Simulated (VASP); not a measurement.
Crystal: BN.

```
B N
1.0
     2.54169    0.00000    0.00000
    -1.27085    2.20117    0.00000
     0.00000    0.00000    4.20415
B N
2 2
Direct
  0.66667 0.33333 0.99972
  0.33333 0.66667 0.49972
  0.66667 0.33333 0.62528
  0.33333 0.66667 0.12528
```

Measurements of this composition are mostly on another form, of space group No. 194.

Base run:

| Quantity | Value |
| --- | --- |
| Program | VASP 6.6.1 |
| Functional | TB-mBJ |
| Potentials or basis | VASP PAW PBE potentials, release 64 (B, N) |
| Cutoff | 520 eV |
| k mesh | 12 × 12 × 6 |
| Occupations | gaussian, width 0.02 eV |
| Spin | no spin polarisation |

Its results: band gap on the k mesh 6.69 eV, indirect (least direct gap 9.67 eV).

The run is repeated on the same cell with these changes: functional from TB-mBJ to PBEsol. What comes out?

Band gap on the k mesh 4.95 eV, indirect (least direct gap 8.22 eV).

Not every run made on this cell is shown here.
